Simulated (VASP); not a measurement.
A run of VASP 6.6.1 is set up as follows.

Contents of INCAR:

```
SYSTEM = K
ALGO = Normal
EDIFF = 1E-6
EDIFFG = -0.01
ENCUT = 600
GGA = PE
IBRION = 2
ISIF = 3
ISMEAR = 1
KPAR = 2
LASPH = .True.
LCHARG = .False.
LREAL = .False.
LWAVE = .False.
NELM = 80
NSW = 90
PREC = Accurate
SIGMA = 0.1
```

File KPOINTS:

```
k-points
0
Gamma
  10 10 10
  0 0 0
```

Contents of POSCAR:

```
K
1.0
   -2.6125000000      2.6125000000      2.6125000000
    2.6125000000     -2.6125000000      2.6125000000
    2.6125000000      2.6125000000     -2.6125000000
K
1
Direct
    0.0000000000      0.0000000000      0.0000000000
```

Potentials or basis: VASP PAW PBE potentials, release 64 (K_sv).

Launch:

```bash
$ cat potpaw_PBE.64/K_sv/POTCAR > POTCAR
$ mpirun -np 2 vasp_std > vasp.out
```

Task: What does it give for the band gap on the k mesh?

Result: None (metal or under the smearing width).

Task: Predict the space group after relaxing (to 0.05 Å).

Result: Im-3m (No. 229).

The path:
| step | energy change (eV) | largest force (eV/Å) | pressure (GPa) | volume (Å³) |
| --- | --- | --- | --- | --- |
| 1 | 0.0000 | 0.0000 | 0.13 | 71.32 |
| 2 | -0.0004 | 0.0000 | 0.09 | 71.94 |
| 3 | -0.0010 | 0.0000 | 0.01 | 73.50 |

PBE usually gives volumes a little too large and moduli too small. Zero-point motion and thermal expansion aren't in these numbers.
